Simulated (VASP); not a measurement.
Crystal: Te2Mo.

```
Te Mo
1.0
     3.51820    0.00000    0.00000
    -1.75910    3.04685    0.00000
     0.00000    0.00000   13.97360
Te Mo
4 2
Direct
  0.66667 0.33333 0.37900
  0.33333 0.66667 0.87900
  0.66667 0.33333 0.12100
  0.33333 0.66667 0.62100
  0.66667 0.33333 0.75000
  0.33333 0.66667 0.25000
```

* Program: VASP 6.6.1
* Task: relaxation of cell and atoms
* Functional: revPBE
* Dispersion: D4
* Potentials or basis: VASP PAW PBE potentials, release 64 (Te, Mo_sv)
* Cutoff: 600 eV
* k mesh: 7 × 7 × 2
* Occupations: fermi-dirac, width 0.05 eV
* Spin: no spin polarisation

At the start: pressure -1.1 GPa; volume 24.96 Å³/atom.

**Question.** How do energy, volume and symmetry change on relaxing?

**Answer.** Over 14 steps the energy falls by 10.0 meV/atom and the volume is 23.76 Å³/atom (-4.8 %); space group P6_3/mmc (No. 194, to 0.05 Å).

Step by step:
```csv
step,energy change (eV),largest force (eV/Å),pressure (GPa),volume (Å³)
1,0.0000,0.2053,-1.11,149.79
2,-0.0177,0.3683,0.72,146.09
3,-0.0178,0.3616,0.66,146.23
4,-0.0311,0.1861,0.25,145.50
5,-0.0341,0.0912,0.02,145.10
6,-0.0345,0.0547,-0.06,144.94
7,-0.0436,0.0419,-0.14,144.47
8,-0.0590,0.0031,-0.22,143.05
9,-0.0596,0.0167,-0.22,142.70
10,-0.0596,0.0153,-0.19,142.75
11,-0.0594,0.0510,0.31,142.10
12,-0.0598,0.0122,0.02,142.48
13,-0.0598,0.0088,0.01,142.51
14,-0.0598,0.0056,-0.04,142.54
```

Final structure:
```
Te Mo
1.0
     3.48619    0.00000    0.00000
    -1.74309    3.01913    0.00000
     0.00000    0.00000   13.54280
Te Mo
4 2
Direct
  0.66667 0.33333 0.38434
  0.33333 0.66667 0.88434
  0.66667 0.33333 0.11566
  0.33333 0.66667 0.61566
  0.66667 0.33333 0.75000
  0.33333 0.66667 0.25000
```

Caveat: the PAW data sets were made with another functional, which shifts forces and pressure a little.
